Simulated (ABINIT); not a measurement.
GaAs:

```
CELL_PARAMETERS angstrom
0.00000 2.82685 2.82685
2.82685 0.00000 2.82685
2.82685 2.82685 0.00000
ATOMIC_POSITIONS crystal
As 0.75000 0.75000 0.75000
Ga 0.00000 0.00000 0.00000
```

Base run:

| Item | Value |
| --- | --- |
| Program | ABINIT 10.8.3 (patched build) |
| Functional | LDA |
| Potentials or basis | JTH PAW LDA v2.0 |
| Cutoff | 463 eV |
| k mesh | 8 × 8 × 8 |
| Occupations | fermi-dirac, width 0.05 eV |
| Spin | no spin polarisation |

Its results: band gap on the k mesh 0.28 eV, direct; pressure -2.0 GPa.

Task: After a change of settings the same cell gave: band gap on the k mesh 0.51 eV, direct; pressure 3.5 GPa. Which change was it?
A. functional from LDA to LDA-Teter
B. functional from LDA to WC; potentials or basis from JTH PAW LDA v2.0 to JTH PAW PBE v2.0
C. functional from LDA to AM05; potentials or basis from JTH PAW LDA v2.0 to JTH PAW PBE v2.0 sp; valence electrons from 28 to 18
D. functional from LDA to PBE; potentials or basis from JTH PAW LDA v2.0 to SPMS NC PBE v1.0; cutoff from 463 eV to 925 eV

Result: D.
